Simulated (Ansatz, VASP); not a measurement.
Given: the input of a run of VASP 6.6.1 on Si. 

Contents of INCAR:

```
SYSTEM = Si
  ALGO = Normal
  EDIFF = 1E-6
  ENCUT = 520
  GGA = PE
  ISIF = 2
  ISMEAR = 0
  LASPH = .TRUE.
  LCHARG = .FALSE.
  LREAL = .FALSE.
  LWAVE = .FALSE.
  NBANDS = 11
  NELM = 80
  PREC = Accurate
  SIGMA = 0.022
```

KPOINTS

```
k-points
0
G
  8 8 8
  0 0 0
```

The input POSCAR:

```
Si
1.0
    0.0000000000      2.7218511865      2.7218511865
    2.7218511865      0.0000000000      2.7218511865
    2.7218511865      2.7218511865      0.0000000000
Si
2
Direct
    0.5000000000      0.5000000000      0.5000000000
    0.7500000000      0.7500000000      0.7500000000
```

Potentials or basis: VASP PAW PBE potentials, release 64 (Si).

Launch:

```bash
$ cat potpaw_PBE.64/Si/POTCAR > POTCAR
$ mpirun -np 1 vasp_std > vasp.out
```

Question: What does the same run look like in Ansatz 0.2.0? Potentials or basis there: Ansatz PAW, cutoff 420 eV.

Answer: As run (cutoffs and basis follow the program's own potentials, and thresholds, step limits or extra output files can differ):

The input input.yaml:

```yaml
crystal:
  lattice:
    - [0.0, 2.7218511865, 2.7218511865]
    - [2.7218511865, 0.0, 2.7218511865]
    - [2.7218511865, 2.7218511865, 0.0]
  atoms:
    - { symbol: Si, position: [0.5, 0.5, 0.5] }
    - { symbol: Si, position: [0.75, 0.75, 0.75] }
hamiltonian:
  xc: pbe
  pseudopotentials: { kind: paw }
kpoints:
  mp_grid: { grid: [8, 8, 8] }
scf:
  occupations: { method: gaussian, width: 0.022 }
output:
  forces: true
  stress: true
  eigenvalues: true
  write_density: true
  write_potential: true
  elf: true
  volumetric_format: npy
```

Potentials or basis: Ansatz PAW.

Command:

```sh
$ ansatz run input.yaml --threads 2 --pin off --max-ram 5632MiB --backend cpu --events-out ev --progress --plain --runs-dir out
```

Both were run:

|  | VASP | Ansatz |
| --- | --- | --- |
| Pressure | 1.3 GPa | 1.3 GPa |

Ansatz's pressure holds a Pulay term of +0.02 GPa for its cutoff of 420 eV, which the other run lacks.

Where Ansatz's input types no cutoff or centring, it takes its own default and a Γ-centred mesh.

Pressure is positive in compression.
